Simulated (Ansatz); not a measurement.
Computed with DFT PBE, scalar-relativistic, plane waves, PAW in Ansatz. Settings: cutoff 420 eV, Γ-centred meshes spaced at most about 0.3 Å⁻¹, and about 0.25 Å⁻¹ or finer for metals (2π included), Gaussian smearing. No spin polarisation.

These are static total energies at zero pressure.

Compare these two cells of Zn5Cd2Te, each relaxed at this level.

A.

```xyz
8
Lattice="3.0259 0.0000 0.0000 -1.5129 2.6205 0.0000 0.0000 0.0000 20.2789" Properties=species:S:1:pos:R:3 pbc="T T T"
Zn    1.5129    0.8735   12.1986
Zn    0.0000    0.0000   10.1394
Zn    0.0000    1.7470    8.0803
Zn    0.0000    0.0000    6.0469
Zn    0.0000    0.0000   14.2320
Cd    1.5129    0.8735   16.7177
Cd    0.0000    1.7470    3.5611
Te    0.0000    0.0000    0.0000
```

B.

```xyz
8
Lattice="4.4871 0.0000 0.0000 -2.2436 3.8859 0.0000 0.0000 0.0000 10.4235" Properties=species:S:1:pos:R:3 pbc="T T T"
Zn    1.4946    2.5883    3.7107
Zn    3.7378    1.2975    3.7107
Zn    1.4983    0.0002    3.7107
Zn    0.0000    0.0000    8.0239
Zn    2.2436    1.2953    1.3243
Cd    2.2436    1.2953    6.2300
Cd    0.0000    2.5906    7.5113
Te    0.0000    0.0000    0.2800
```

Task: Which is lower in energy, and by how much?

Result: B is lower, by 107 meV/atom. A has space group P-3m1 (No. 164), 20.1 Å³/atom and no gap on its mesh; B has space group P3 (No. 143), 22.7 Å³/atom and no gap. Counting Cd or Zn atoms around Te (for each partner element, those within 1.25 times its shortest distance or 1.15 times the sum of covalent radii, where it is the nearest in units of that sum or under 1.3; the shortest distance is added where it exceeds 1.18 times the sum of covalent radii), A has Te 6 from 4.0 Å and B has Te 4. A holds Te–Te nets (shortest 3.03 Å); in B the shortest Te–Te distance is 4.49 Å. In A, around Zn on a site of symmetry 3m lie 6 Zn at 2.68–2.70 Å and 6 Zn at 3.03 Å; around Cd lie 6 Cd at 3.03 Å and 3 Zn at 3.04 Å; Te has 6 Te at 3.03 Å; 2 more sites not described. In B, around Zn on a site of symmetry 1 lie 6 Zn at 2.59–2.60 Å, 1 Zn at 2.82 Å and 1 Cd at 2.93 Å; around Cd on its first site lie 3 Cd at 2.89 Å, 3 Zn at 2.93 Å and 3 Zn at 3.15 Å; around Te lie 4 Zn at 2.68–2.79 Å; 3 more sites not described. Both come from invented guesses. The lowest form computed isn't among them: it has space group P3 (No. 143), 22.0 Å³/atom and lies 21 meV/atom below the best shown.

These runs have no spin–orbit coupling, which can matter for Te. Cells relaxed within their symmetry can be saddle points. Some candidate types were left out of the draw beforehand, so a known form may be missing.
